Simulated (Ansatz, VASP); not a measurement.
**Two plane-wave programs on FeO (Wuestite)**

```xyz
2
Lattice="0.0000 2.1554 2.1554 2.1554 0.0000 2.1554 2.1554 2.1554 0.0000" Properties=species:S:1:pos:R:3 pbc="T T T"
Fe    0.0000    0.0000    0.0000
O     2.1554    2.1554    2.1554
```

Alike in both runs: task single point; functional PBE; k mesh 11 × 11 × 11; occupations fermi-dirac, width 0.05 eV; collinear spin, ferromagnetic start.

```csv
,VASP,Ansatz
version,VASP 6.6.1,Ansatz 0.2.0
potentials or method,"VASP PAW PBE potentials, release 64 (Fe, O)",Ansatz PAW
plane-wave cutoff (eV),520,420
valence electrons in the cell,14,22
```

VASP gave:

* gap on the k mesh at the Fermi level (eV): none
* pressure (GPa): -0.1
* net moment per atom (μB): 2.00
* size of the moment on the site where the two differ most (μB): 3.62

Problem. What did Ansatz give for the same quantities?

Solution. gap on the k mesh at the Fermi level (eV): none; pressure (GPa): -0.2; net moment per atom (μB): 2.00; size of the moment on the site where the two differ most (μB): 3.45.

Site moments also hang on the region over which each program counts them. A gap of «none» marks a metal or a gap that the smearing closes. With one functional, cell and mesh, what is left measures potentials, basis and numerics. The two sets of potentials don't hold the same shells in valence.

Caveats: a cell with one magnetic atom can't hold antiferromagnetic order, which such compounds often take; semilocal functionals often make such compounds metallic where correlation or magnetic order opens a gap, which also shifts bond lengths; the pressure holds a Pulay correction of +0.6 GPa for the finite cutoff (Ansatz). With open d or f shells a metallic result of PBE can be an artefact of self-interaction; +U or a hybrid may open a gap.
